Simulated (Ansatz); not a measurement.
Crystal: Ge.

```
Ge
1.0
     0.00000    2.82891    2.82891
     2.82891    0.00000    2.82891
     2.82891    2.82891    0.00000
Ge
2
Cartesian
  4.2434 4.2434 4.2434
  2.8289 2.8289 2.8289
```

| Property | Result |
| --- | --- |
| Program | Ansatz 0.2.0 |
| Task | relaxation of cell and atoms |
| Functional | revPBE |
| Potentials or basis | Ansatz PAW |
| Cutoff | 420 eV (not typed: the program's choice for these potentials) |
| k mesh | 8 × 8 × 8 |
| Occupations | fermi-dirac, width 0.05 eV |
| Spin | no spin polarisation |

At the start: volume 22.64 Å³/atom.

How do energy, volume and symmetry change on relaxing?

It ends after 5 steps and the volume is 24.40 Å³/atom (+7.8 %); space group Fd-3m (No. 227, to 0.05 Å).

The path:
```
step  energy change (eV)  largest force (eV/Å)  volume (Å³)
   1              0.0000                0.0000        45.28
   2             -0.0479                0.0000        47.97
   3             -0.0503                0.0000        48.70
   4             -0.0503                0.0000        48.79
   5             -0.0509                0.0000        48.79
```

Final structure:
```
Ge
1.0
     0.00000    2.90030    2.90030
     2.90030    0.00000    2.90030
     2.90030    2.90030    0.00000
Ge
2
Direct
  0.75000 0.75000 0.75000
  0.50000 0.50000 0.50000
```

The cell as given is a measured one (22.64 Å³/atom); revPBE puts the equilibrium volume +7.8 % from it, thermal expansion not counted.

Caveat: the plane-wave basis is chosen anew once the cell has moved, so the energies of steps on either side of that aren't comparable; the PAW data sets come from PBE, with cores solved anew for the run's functional, which leaves a small shift of forces and pressure.
